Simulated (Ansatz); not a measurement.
KCl: one input, then a changed one

The cell is COD entry 1000050, as deposited and not checked against the literature; nothing was relaxed.

First run: DFT, LDA, PAW with Ansatz's default frozen-core files, scalar-relativistic (Ansatz 0.2.0).

Command: `ansatz run input.yaml --threads 1 --pin off --max-ram 2048MiB --backend cpu --events-out ev --progress --plain --runs-dir out` The run took 4.3 s on 1 thread of Arm Neoverse N1, with other jobs on the host.

```yaml
crystal:
  lattice:
    - [3.634, 0.0, 0.0]
    - [0.0, 3.634, 0.0]
    - [0.0, 0.0, 3.634]
  atoms:
    - { symbol: K, position: [0.0, 0.0, 0.0] }
    - { symbol: Cl, position: [0.5, 0.5, 0.5] }
kpoints:
  mp_grid: { grid: [7, 7, 7] }
  band_path:
    path:
      - [0.0, 0.0, 0.0]
      - [0.0, 0.5, 0.0]
      - [0.5, 0.5, 0.0]
      - [0.0, 0.0, 0.0]
      - [0.5, 0.5, 0.5]
      - [0.0, 0.5, 0.0]
      - [0.5, 0.5, 0.5]
      - [0.5, 0.5, 0.0]
    npoints: 5
scf:
  occupations: { method: fermi_dirac, width: 0.01 }
hamiltonian:
  xc: lda
  pseudopotentials: { kind: paw }
output:
  forces: true
  stress: true
  eigenvalues: true
  efg: { contact_densities: true }
```

Result: converged; pressure 0.05 GPa; gap on the k mesh 5.16 eV (the mesh can miss the band edges); 6 SCF iterations.

A second input differs as follows:

```diff
@@ -8,5 +8,5 @@
     - { symbol: Cl, position: [0.5, 0.5, 0.5] }
 kpoints:
-  mp_grid: { grid: [7, 7, 7] }
+  mp_grid: { grid: [1, 1, 1] }
   band_path:
     path:
@@ -22,4 +22,5 @@
 scf:
   occupations: { method: fermi_dirac, width: 0.01 }
+  max_iter: 60
 hamiltonian:
   xc: lda
```

Problem. What is wrong with it, and what does the program do?

Solution. The fault is one k-point for a small cell. The run converged; energy at zero smearing +2633.7 meV/atom from the first run; pressure 29.1 GPa; gap on the k mesh 4.63 eV (the mesh can miss the band edges); 6 SCF iterations. Such numbers aren't properties of the crystal. The log ends:
```
--- Stress (GPa, compression-positive) ---
       29.052765      -0.000000       0.000000
        0.000000      29.052765       0.000000
       -0.000000      -0.000000      29.052765
  P = ⅓ Tr σ = 29.0528 GPa (290.528 kbar)
--- PAW observables at the nuclei: V_zz in 10²¹ V/m², potentials from the cell's mean, atoms counted from 1 ---
  atom   1  K  V_zz =    +0.000000   η = 0.0000   by run symmetry: forbidden
            electrostatic potential = -2065.390539 V   contact ρ = 34510.837655 e/Å³
  atom   2  Cl V_zz =    +0.000000   η = 0.0000   by run symmetry: forbidden
            electrostatic potential = -1777.929352 V   contact ρ = 23884.142098 e/Å³
--- Band table (eV) ---
  k-point 0: bands = ["-24.1779", "-8.2650", "-7.7445", "-7.7445", "-7.7445", "4.1962", "4.1962", "4.1962", "8.8239", "9.5123", "9.5123", "14.1638"]
```
